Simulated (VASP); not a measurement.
Crystal: ZnS.

```xyz
2
Lattice="0.0000 2.7020 2.7020 2.7020 0.0000 2.7020 2.7020 2.7020 0.0000" Properties=species:S:1:pos:R:3 pbc="T T T"
Zn    4.0530    4.0530    4.0530
S     0.0000    0.0000    0.0000
```

| Quantity | Value |
| --- | --- |
| Program | VASP 6.6.1 |
| Task | relaxation of cell and atoms |
| Functional | PBE |
| Potentials or basis | VASP PAW PBE potentials, release 54 (Zn, S) |
| Cutoff | 600 eV |
| k mesh | 9 × 9 × 9 |
| Occupations | fermi-dirac, width 0.05 eV |
| Spin | no spin polarisation |

At the start: pressure 1.8 GPa; volume 19.73 Å³/atom.

Problem. Where does the relaxation end?

Solution. Over 3 steps the energy falls by 2.6 meV/atom and the volume is 20.20 Å³/atom (+2.4 %); space group F-43m (No. 216, to 0.05 Å).

The path:
```
step  energy change (eV)  largest force (eV/Å)  pressure (GPa)  volume (Å³)
   1              0.0000                0.0000            1.76        39.45
   2             -0.0046                0.0000           -0.50        40.71
   3             -0.0051                0.0000            0.00        40.41
```

Final structure:
```
CELL_PARAMETERS angstrom
0.00000 2.72360 2.72360
2.72360 0.00000 2.72360
2.72360 2.72360 0.00000
ATOMIC_POSITIONS crystal
Zn 0.75000 0.75000 0.75000
S 0.00000 0.00000 0.00000
```
